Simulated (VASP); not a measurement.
Input of a VASP 6.6.1 run:

INCAR

```
ALGO     = Fast           # electronic algorithm
EDIFF    = 1E-6           # SCF threshold, eV
ENCUT    = 520            # plane-wave cutoff, eV
GGA      = RE             # functional
ISIF     = 2              # what is computed and relaxed
ISMEAR   = -1             # smearing method
LASPH    = True           # aspherical terms in the spheres
LCHARG   = False          # write CHGCAR
LREAL    = False          # projectors in reciprocal space
LWAVE    = False          # write WAVECAR
NBANDS   = 25             # bands
NELM     = 100            # most SCF steps
PREC     = Accurate       # precision mode
SIGMA    = 0.1            # smearing width, eV
```

KPOINTS

```
k-points
0
Gamma
  9 9 13
```

The input POSCAR:

```
Cd
1.0
    5.2247368194      0.0000000000      0.0000000000
   -2.6123684097      4.5247548137      0.0000000000
    0.0000000000      0.0000000000      3.1510589993
Cd
3
Direct
    1.0000000000      0.0000000000      0.0000000000
    0.3333333333      0.6666666667      0.5000000000
    0.6666666667      0.3333333333      0.5000000000
```

Potentials or basis: VASP PAW PBE potentials, release 64 (Cd).

The run is started by

```bash
$ cat potpaw_PBE.64/Cd/POTCAR > POTCAR
$ mpirun -np 1 vasp_std > vasp.out
```

Q: Estimate the band gap on the k mesh.

A: None (metal or under the smearing width).

Q: Estimate the pressure.

A: 0.2 GPa.

Caveat: the PAW data sets were made with another functional, which shifts forces and pressure a little.
